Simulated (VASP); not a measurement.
# FeO (R-3m) in VASP: notebook

Aim: see how the results for FeO move with the level of theory and the settings. Levels: PBE, r2SCAN+rVV10, r2SCAN. Tasks: single point, relaxation of cell and atoms.

Program: VASP 6.6.1. These are calculated values, not measurements. Logs are shortened: lines on timing, memory, paths and dates and some standing lists are left out, and cuts for length are marked.

### 1 Starting point

The structure is trigonal, space group R-3m (No. 166). The conventional cell has a = 3.035 Å, b = 3.035 Å, c = 7.547 Å, α = 90.00°, β = 90.00°, γ = 120.00°. Fe (site symmetry -3m) is surrounded by 6 O at 2.16 Å. O (site symmetry -3m) has 6 Fe at 2.16 Å as nearest neighbours.

### 2 Single point, PBE, collinear spin, random start

Input file INCAR:

```
PREC     = Accurate       # precision mode
ENCUT    = 520            # plane-wave cutoff, eV
EDIFF    = 1E-7           # SCF threshold, eV
ISMEAR   = 0              # smearing method
SIGMA    = 0.05           # smearing width, eV
LREAL    = False          # projectors in reciprocal space
LASPH    = True           # aspherical terms in the spheres
NELM     = 100            # most SCF steps
ALGO     = Fast           # electronic algorithm
ISIF     = 2              # what is computed and relaxed
LWAVE    = False          # write WAVECAR
LCHARG   = True           # write CHGCAR
ISPIN    = 2              # spin polarisation
MAGMOM   = 2.38 0         # initial moments
LORBIT   = 11             # projections on sites
LMAXMIX  = 4              # l up to which the mixer works
GGA      = PE             # functional
LELF     = True           # ELF
LVHAR    = True
```

Input file KPOINTS:

```
Automatic mesh
0
Gamma
  8 8 8
```

Input file POSCAR:

```
FeO
1.0
    1.5176821100      0.8762341800      2.5157945800
   -1.5176821100      0.8762341800      2.5157945800
    0.0000000000     -1.7524683500      2.5157945800
Fe O
1 1
Direct
    0.0000000000      0.0000000000      0.0000000000
    0.5000000000      0.5000000000      0.5000000000
```

Potentials or basis: VASP PAW PBE potentials, release 64 (Fe, O).

Run with:

```sh
cat potpaw_PBE.64/Fe/POTCAR potpaw_PBE.64/O/POTCAR > POTCAR
mpirun -np 1 vasp_std > vasp.out
```

OUTCAR:

```text
PREC = Accurate
   ENCUT = 520
   EDIFF = 1E-7
   ISMEAR = 0
   LREAL = False
   LASPH = True
   NELM = 100
   ISIF = 2
   ISPIN = 2
   LORBIT = 11
   GGA = PE

 ion  position               nearest neighbor table
   1  0.000  0.000  0.000-   2 2.16   2 2.16   2 2.16   2 2.16   2 2.16   2 2.16
   2  0.500  0.500  0.500-   1 2.16   1 2.16   1 2.16   1 2.16   1 2.16   1 2.16

  LATTYP: Found a trigonal (rhomboedric) cell.
 ALAT       =     3.0660019070
 COS(alpha) =     0.5099427872

  Lattice vectors:

 A1 = (   1.5176821100,   0.8762341800,   2.5157945800)
 A2 = (  -1.5176821100,   0.8762341800,   2.5157945800)
 A3 = (   0.0000000000,  -1.7524683500,   2.5157945800)

Analysis of symmetry for initial positions (statically):
=====================================================================
 Subroutine PRICEL returns:
 Original cell was already a primitive cell.

 Routine SETGRP: Setting up the symmetry group for a
 trigonal (rhombohedral) supercell.

 Subroutine GETGRP returns: Found 12 space group operations
 (whereof 12 operations were pure point group operations)
 out of a pool of 12 trial point group operations.

The static configuration has the point symmetry D_3d.

Analysis of symmetry for dynamics (positions and initial velocities):
=====================================================================
 Subroutine PRICEL returns:
 Original cell was already a primitive cell.

 Routine SETGRP: Setting up the symmetry group for a
 trigonal (rhombohedral) supercell.

 Subroutine GETGRP returns: Found 12 space group operations
 (whereof 12 operations were pure point group operations)
 out of a pool of 12 trial point group operations.

The dynamic configuration has the point symmetry D_3d.

Analysis of structural, dynamic, and magnetic symmetry:
=====================================================================
 Subroutine PRICEL returns:
 Original cell was already a primitive cell.

 Routine SETGRP: Setting up the symmetry group for a
 trigonal (rhombohedral) supercell.

 Subroutine GETGRP returns: Found 12 space group operations
 (whereof 12 operations were pure point group operations)
 out of a pool of 12 trial point group operations.

The overall configuration has the point symmetry D_3d.

 Subroutine INISYM returns: Found 12 space group operations
 (whereof 12 operations are pure point group operations),
 and found     1 'primitive' translations

----------------------------------------------------------------------------------------

                                     Primitive cell

  volume of cell :      20.0737

  direct lattice vectors                    reciprocal lattice vectors
     1.517682110  0.876234180  2.515794580     0.329449755  0.190207905  0.132496244
    -1.517682110  0.876234180  2.515794580    -0.329449755  0.190207905  0.132496244
     0.000000000 -1.752468350  2.515794580     0.000000000 -0.380415809  0.132496245

  length of vectors
     3.066001907  3.066001907  3.066001906     0.402829298  0.402829298  0.402829297

  position of ions in fractional coordinates (direct lattice)
     0.000000000  0.000000000  0.000000000
     0.500000000  0.500000000  0.500000000

  ion indices of the primitive-cell ions
   primitive index   ion index
                 1           1
                 2           2

----------------------------------------------------------------------------------------

 KPOINTS: Automatic mesh

Automatic generation of k-mesh.
 Grid dimensions read from file:
 generate k-points for:    8    8    8

 Generating k-lattice:

  Cartesian coordinates                     Fractional coordinates (reciprocal lattice)
     0.041181219  0.023775988  0.016562031     0.125000000  0.000000000 -0.000000000
    -0.041181219  0.023775988  0.016562031     0.000000000  0.125000000 -0.000000000
     0.000000000 -0.047551976  0.016562031     0.000000000  0.000000000  0.125000000

  Length of vectors
     0.050353662  0.050353662  0.050353662

  Shift w.r.t. Gamma in fractional coordinates (k-lattice)
     0.000000000  0.000000000  0.000000000

 Subroutine IBZKPT returns following result:
 ===========================================

 Found     65 irreducible k-points:

 Following reciprocal coordinates:
            Coordinates               Weight
  0.000000  0.000000  0.000000      1.000000
  0.125000  0.000000 -0.000000      6.000000
  0.250000  0.000000 -0.000000      6.000000
  0.375000 -0.000000 -0.000000      6.000000
  0.500000  0.000000 -0.000000      3.000000
  0.125000  0.125000 -0.000000      6.000000
[... 16 lines left out ...]
  0.250000  0.125000  0.125000      6.000000
  0.375000  0.125000  0.125000      6.000000
 [... further k-points ...]
   k-points           NKPTS =     65   k-points in BZ     NKDIM =     65   number of bands    NBANDS=     12
   number of dos      NEDOS =    301   number of ions     NIONS =      2
   total plane-waves  NPLWV =  13824
   dimension x,y,z NGX =    24 NGY =   24 NGZ =   24
   dimension x,y,z NGXF=    48 NGYF=   48 NGZF=   48
   ions per type =               1   1
   NGX,Y,Z   is equivalent  to a cutoff of  13.01, 13.01, 13.01 a.u.
   NGXF,Y,Z  is equivalent  to a cutoff of  26.03, 26.03, 26.03 a.u.
 SYSTEM =  unknown system
   PREC   = accura    normal or accurate (medium, high low for compatibility)
   ISTART =      0    job   : 0-new  1-cont  2-samecut
   ICHARG =      2    charge: 1-file 2-atom 10-const
   ISPIN  =      2    spin polarized calculation?
   LNONCOLLINEAR =      F non collinear calculations
   LSORBIT =      F    spin-orbit coupling
   LASPH  =      T    aspherical Exc in radial PAW
   ENCUT  =  520.0 eV  38.22 Ry    6.18 a.u.   5.70  5.70  5.70*2*pi/ulx,y,z
   NELM   =    100;   NELMIN=  2; NELMDL= -5     # of ELM steps
   EDIFF  = 0.1E-06   stopping-criterion for ELM
   LREAL  =      F    real-space projection
   EDIFFG = 0.1E-05   stopping-criterion for IOM
   NSW    =      0    number of steps for IOM
   IBRION =     -1    ionic relax: 0-MD 1-quasi-New 2-CG
   NFREE  =      0    steps in history (QN), initial steepest desc. (CG)
   ISIF   =      2    stress and relaxation
   ISYM   =      2    0-nonsym 1-usesym 2-fastsym
   POTIM  = 0.5000    time-step for ionic-motion
   TEBEG  =    0.0;   TEEND  =   0.0 temperature during run
   PSTRESS=    0.0 pullay stress
   NELECT =      14.0000    total number of electrons
   NUPDOWN=      -1.0000    fix difference up-down
   EMIN   =  10.00;   EMAX   =-10.00  energy-range for DOS
   EFERMI =   0.00;   METHOD = LEGACY
   ISMEAR =     0;   SIGMA  =   0.05  broadening in eV -4-tet -1-fermi 0-gaus
   EFERMI_NEDOS =   21; number of points for ismear=-14 and -15
   IALGO  =     68    algorithm
   IMIX   =      4    mixing-type and parameters
     AMIX     =   0.40;   BMIX     =  1.00
     AMIX_MAG =   1.60;   BMIX_MAG =  1.00
  volume/ion in A,a.u.               =      10.04        67.73
  Fermi-wavevector in a.u.,A,eV,Ry     =   1.451805  2.743514 28.677524  2.107739
  Thomas-Fermi vector in A             =   2.569260
   LORBIT       =     11    0 simple, 1 ext, 2 COOP (PROOUT), +10 PAW based schemes
   GGA     = PE    functional components
   LHFCALC =     F    Hartree Fock is set to
   AEXX    =    0.0000 exact exchange contribution
   IVDW    =     0    specifies the selected vdW correction
   LEPSILON=     F    determine dielectric tensor
   LRPA    =     F    only Hartree local field effects (RPA)
 spin polarized calculation
 RMM-DIIS sequential band-by-band and
 Gauss-broadening in eV      SIGMA  =   0.05
  energy-cutoff  :      520.00
  volume of cell :       20.07
 maximum number of plane-waves:       552
   NGX = 11   NGY = 11   NGZ = 11

 number of electron      13.9999999 magnetization       4.0002739

 Free energy of the ion-electron system (eV)
  ---------------------------------------------------
  ext. energy  EPLUGINS =         0.00000000
  ---------------------------------------------------
  free energy    TOTEN  =       -14.92787234 eV

  energy without entropy =      -14.92533070  energy(sigma->0) =      -14.92660152

 E-fermi :   6.1908     XC(G=0): -12.1508

 val. band max:        6.1885578570   @ k =  -0.3750   0.3750   0.2500
 cond. band min:       6.1942595865   @ k =  -0.3750   0.2500  -0.0000
 fundamental gap:      0.0057017295
 Fermi energy:         6.1908269661

 spin component 1

 k-point     1 :       0.0000    0.0000    0.0000
  band No.  band energies     occupation
      1     -14.5231      1.00000
      2       2.2607      1.00000
      3       2.3200      1.00000
      4       2.3200      1.00000
      5       2.3288      1.00000
      6       2.4236      1.00000
      7       2.4236      1.00000
      8       2.4971      1.00000
      9       2.4971      1.00000
     10       6.2530      0.03931
     11      21.6298      0.00000
     12      22.9334      0.00000

 k-point     2 :       0.1250    0.0000   -0.0000
  band No.  band energies     occupation
      1     -14.3711      1.00000
      2       1.0492      1.00000
      3       1.2454      1.00000
      4       1.3152      1.00000
      5       2.4043      1.00000
      6       2.4427      1.00000
      7       2.7767      1.00000
      8       3.6322      1.00000
      9       3.6578      1.00000
     10       7.2574      0.00000
     11      19.4849      0.00000
     12      22.4460      0.00000
[... 316 lines left out ...]
 k-point    24 :       0.3750    0.1250    0.1250
  band No.  band energies     occupation
      1     -13.7612      1.00000
      2      -1.2738      1.00000
      3      -0.0345      1.00000
      4       0.2549      1.00000
      5       2.7384      1.00000
      6       2.8821      1.00000
      7       3.3699      1.00000
      8       4.1801      1.00000
      9       5.4901      1.00000
     10      10.0085      0.00000
     11      16.1620      0.00000
     12      18.2535      0.00000

 [... further k-points ...]

 spin component 2

 k-point     1 :       0.0000    0.0000    0.0000
  band No.  band energies     occupation
      1     -13.9924      1.00000
      2       2.8824      1.00000
      3       2.9804      1.00000
      4       2.9804      1.00000
      5       5.3860      1.00000
      6       5.4673      1.00000
      7       5.4673      1.00000
      8       6.3685      0.00000
      9       6.3685      0.00000
     10       7.0574      0.00000
     11      21.5821      0.00000
     12      23.8296      0.00000

 k-point     2 :       0.1250    0.0000   -0.0000
  band No.  band energies     occupation
      1     -13.8384      1.00000
      2       1.8854      1.00000
      3       2.4716      1.00000
      4       2.5598      1.00000
      5       5.5705      1.00000
      6       5.6353      1.00000
      7       5.6447      1.00000
      8       6.8438      0.00000
      9       6.8466      0.00000
     10       8.0556      0.00000
     11      20.0543      0.00000
     12      23.4035      0.00000
[... 316 lines left out ...]
 k-point    24 :       0.3750    0.1250    0.1250
  band No.  band energies     occupation
      1     -13.2175      1.00000
      2      -0.4387      1.00000
      3       1.4075      1.00000
      4       1.4644      1.00000
      5       6.0365      0.99999
      6       6.1013      0.99433
      7       6.4915      0.00000
      8       7.3244      0.00000
      9       8.5753      0.00000
     10      10.8297      0.00000
     11      17.0583      0.00000
     12      19.2572      0.00000

 [... further k-points ...]
[... 5 lines left out ...]
  --------------------------------------------------------------------------------------
  -------------------------------------------------------------------------------------
  Total       -0.0393179     -0.0393179     -0.1424972      0.0000000     -0.0000000      0.0000000
  in kB       -3.1381481     -3.1381482    -11.3733744      0.0000000     -0.0000000      0.0000000
  external PRESSURE =      -5.8832236 kB  Pullay stress =       0.0000000 kB

 VOLUME and BASIS-vectors are now :
 -----------------------------------------------------------------------------
  energy-cutoff  :      520.00
  volume of cell :       20.07
      direct lattice vectors                 reciprocal lattice vectors
     1.517682110  0.876234180  2.515794580     0.329449755  0.190207905  0.132496244
    -1.517682110  0.876234180  2.515794580    -0.329449755  0.190207905  0.132496244
     0.000000000 -1.752468350  2.515794580     0.000000000 -0.380415809  0.132496245

 POSITION                                       TOTAL-FORCE (eV/Angst)
 -----------------------------------------------------------------------------------
      0.00000      0.00000      0.00000        -0.000000      0.000000      0.000000
      0.00000      0.00000      3.77369         0.000000     -0.000000     -0.000000
 -----------------------------------------------------------------------------------
    total drift:                               -0.000000      0.000000     -0.000000

  FREE ENERGIE OF THE ION-ELECTRON SYSTEM (eV)
  ---------------------------------------------------
  free  energy   TOTEN  =       -14.9278723365 eV

  energy  without entropy=      -14.9253306952  energy(sigma->0) =      -14.92660152

 total charge

# of ion       s       p       d       tot
------------------------------------------
    1        0.287   0.357   6.084   6.727
    2        1.556   3.437   0.000   4.993
--------------------------------------------------
tot          1.843   3.793   6.084  11.720

 magnetization (x)

# of ion       s       p       d       tot
------------------------------------------
    1        0.027   0.021   3.572   3.620
    2        0.030   0.270   0.000   0.300
--------------------------------------------------
tot          0.057   0.292   3.572   3.920
```

Run time: 19 s. Hardware: 1 thread of AMD EPYC 9R45 (Zen 5), shared host; peak memory 0.14 GiB.

Results:

| Item | Value |
| --- | --- |
| Free energy | -14.9279 eV |
| Pressure | -0.6 GPa |
| Band gap on the k mesh | none (metal or under the smearing width) |
| Net moment | 4.00 μB per cell |
| Site moments | Fe +3.62; O +0.30 μB |
| Valence electrons inside the program's atomic spheres | Fe 6.73; O 4.99 |

Caveat: a cell with one magnetic atom can't hold antiferromagnetic order, which such compounds often take; semilocal functionals often make such compounds metallic where correlation or magnetic order opens a gap, which also shifts bond lengths. With open d or f shells a metallic result of PBE can be an artefact of self-interaction; +U or a hybrid may open a gap.

### 3 Single point, PBE, collinear spin, ferromagnetic start

Input file INCAR:

```
PREC     = Accurate       # precision mode
ENCUT    = 520            # plane-wave cutoff, eV
EDIFF    = 1E-6           # SCF threshold, eV
ISMEAR   = 0              # smearing method
SIGMA    = 0.05           # smearing width, eV
LREAL    = F              # projectors in reciprocal space
LASPH    = T              # aspherical terms in the spheres
NELM     = 120            # most SCF steps
ALGO     = Normal         # electronic algorithm
ISIF     = 2              # what is computed and relaxed
LWAVE    = F              # write WAVECAR
LCHARG   = F              # write CHGCAR
ISPIN    = 2              # spin polarisation
MAGMOM   = 3 0            # initial moments
LORBIT   = 11             # projections on sites
NUPDOWN  = 2              # fixed moment
LMAXMIX  = 4              # l up to which the mixer works
GGA      = PE             # functional
```

KPOINTS is that of step 2.

POSCAR is that of step 2.

Potentials or basis: VASP PAW PBE potentials, release 64 (Fe, O).

Run with:

```sh
cat potpaw_PBE.64/Fe/POTCAR potpaw_PBE.64/O/POTCAR > POTCAR
mpirun -np 1 vasp_std > vasp.out
```

It took 55 s on 1 thread of AMD EPYC 9R45 (Zen 5), shared host; peak memory 0.14 GiB.

The run converged. Its results:

| Property | Result |
| --- | --- |
| Free energy | -14.1017 eV |
| Pressure | -18.3 GPa |
| Net moment | 2.00 μB per cell |
| Site moments | Fe +2.00; O -0.03 μB |
| Valence electrons inside the program's atomic spheres | Fe 6.83; O 4.93 |

Stress tensor (GPa, compression positive):
```
-19.11   0.00   0.00
  0.00 -19.11   0.00
  0.00   0.00 -16.70
```

Caveat: the total moment is fixed, so each spin has its own Fermi level; a cell with one magnetic atom can't hold antiferromagnetic order, which such compounds often take.

### 4 Single point, PBE

Input file INCAR:

```
SYSTEM = FeO
PREC = Accurate
ENCUT = 520
EDIFF = 1E-6
ISMEAR = 0
SIGMA = 0.05
LREAL = .False.
LASPH = .True.
NELM = 150
ALGO = Fast
ISIF = 2
LWAVE = .False.
LCHARG = .False.
GGA = PE
```

Input file KPOINTS:

```
regular mesh
0
Gamma
  8 8 8
  0 0 0
```

POSCAR is that of step 3.

Run with:

```sh
cat potpaw_PBE.64/Fe/POTCAR potpaw_PBE.64/O/POTCAR > POTCAR
mpirun -np 1 vasp_std > vasp.out
```

Run time: 7.9 s. Hardware: 1 thread of AMD EPYC 9R45 (Zen 5), shared host; peak memory 0.12 GiB.

The run converged. Its results:

```yaml
Free_energy: -13.5148 eV
Pressure: -25.9 GPa
Band_gap_on_the_k_mesh: none (metal or under the smearing width)
```

Stress tensor (GPa, compression positive):
```
-25.94   0.00   0.00
  0.00 -25.94   0.00
  0.00   0.00 -25.77
```

Levels at points of the mesh, in eV from the Fermi level:
| k point | band 5 | band 6 | band 7 | band 8 | band 9 | band 10 |
| --- | --- | --- | --- | --- | --- | --- |
| (0.00, 0.00, 0.00) | -1.30 | -1.23 | -1.23 | -0.77 | -0.77 | 1.04 |
| (0.50, 0.00, 0.00) | -0.32 | -0.25 | -0.03 | 1.74 | 1.77 | 4.99 |
| (0.50, 0.50, 0.00) | -2.40 | -0.31 | 0.03 | 0.04 | 0.08 | 6.67 |
| (0.50, 0.50, 0.50) | -0.30 | -0.30 | -0.08 | 1.72 | 1.72 | 5.10 |

Caveat: so large a pressure means that the cell lies far from this level's equilibrium, or that cutoff or potentials fall short; the run has no spin polarisation, though such a crystal can be magnetic; semilocal functionals often make such compounds metallic where correlation or magnetic order opens a gap, which also shifts bond lengths. Spin polarisation is off, so any magnetic state and its effect on volume and gap are missing.

(Part 1 of 2 ends here.)
